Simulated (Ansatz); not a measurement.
ZrS₂ built on the CdI2 prototype, relaxed with r2SCAN+rVV10: it is trigonal, P-3m1 (No. 164); a = 3.674 Å, c = 5.857 Å in the conventional setting, 22.83 Å³ an atom. Around Zr lie 6 S at 2.57 Å; around S lie 3 Zr at 2.57 Å. One-shot G0W0@PBE in Ansatz on a 6×6×4 mesh (contour deformation, no spin-orbit coupling), from a PBE gap of 0.882 eV over the mesh points (the G0W0 gap is indirect on the mesh); the number N of bands summed and the screening cutoff rise together. Calculated for a static, non-magnetic cell.

| N | cutoff (eV) | 1000/N | G0W0 gap (eV) |
| --- | --- | --- | --- |
| 167 | 100 | 5.988 | 1.706 |
| 387 | 180 | 2.584 | 1.783 |

Q: Lay a straight line in 1000/N through these rows.

A: The slope is -0.0226 eV per unit of 1000/N and the intercept 1.841 eV.

Q: Predict the gap at N = 740 (260 eV).

A: 1.841 + (-0.0226) × 1.351 = 1.810 eV; the run gives 1.802 eV, -0.008 eV from the line.

Q: With that run's result added, what limit do the last two rows suggest?

A: Their slope is (1.802 − 1.783)/(1.351 − 2.584) = -0.0154, which meets 1/N = 0 at 1.82 eV, against 1.841 eV from the first line. The slope flattens, so the first line overshoots; the k mesh isn't extrapolated.
